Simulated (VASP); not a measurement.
Input of a VASP 6.6.1 run:

INCAR

```
SYSTEM = InP
PREC = Accurate
ENCUT = 500
EDIFF = 1E-6
ISMEAR = 0
SIGMA = 0.01
LREAL = .FALSE.
LASPH = .TRUE.
NELM = 120
ALGO = Normal
ISIF = 2
LWAVE = .FALSE.
LCHARG = .FALSE.
GGA = PE
NBANDS = 16
GGA_COMPAT = .FALSE.
```

The input KPOINTS:

```
Automatic mesh
0
G
  6 6 6
  0 0 0
```

POSCAR

```
InP
1.0
    0.0000000000      2.9879753761      2.9879753761
    2.9879753761      0.0000000000      2.9879753761
    2.9879753761      2.9879753761      0.0000000000
In P
1 1
Direct
    0.0000000000      0.0000000000      0.0000000000
    0.2500000000      0.2500000000      0.2500000000
```

Potentials or basis: VASP PAW PBE potentials, release 64 (In_d, P).

The run is started by

```bash
$ cat potpaw_PBE.64/In_d/POTCAR potpaw_PBE.64/P/POTCAR > POTCAR
$ mpirun -np 1 vasp_std > vasp.out
```

Question: What does it give for the pressure?

Answer: -0.5 GPa.

Question: What does it give for the band gap on the k mesh?

Answer: 0.39 eV, direct.

Caveat: spin-orbit coupling is left out, which moves the levels of the heavy elements.

**What was measured.**

A printed reference work, data compilation reports, for a bulk crystal of InP at 1.6 K: band gap 1.4236 eV (direct).

A measured gap of InP is 1.4236 eV (direct; 1.6 K; a printed reference work, data compilation); the calculated 0.39 eV misses it by -1.03 eV. So large a miss can be the level of theory's own, or it may mean another phase, state or a wrong row. Spin-orbit coupling on In is left out. The value is that of PBE, without temperature or zero-point motion. Semilocal functionals fall short of measured gaps as a rule.
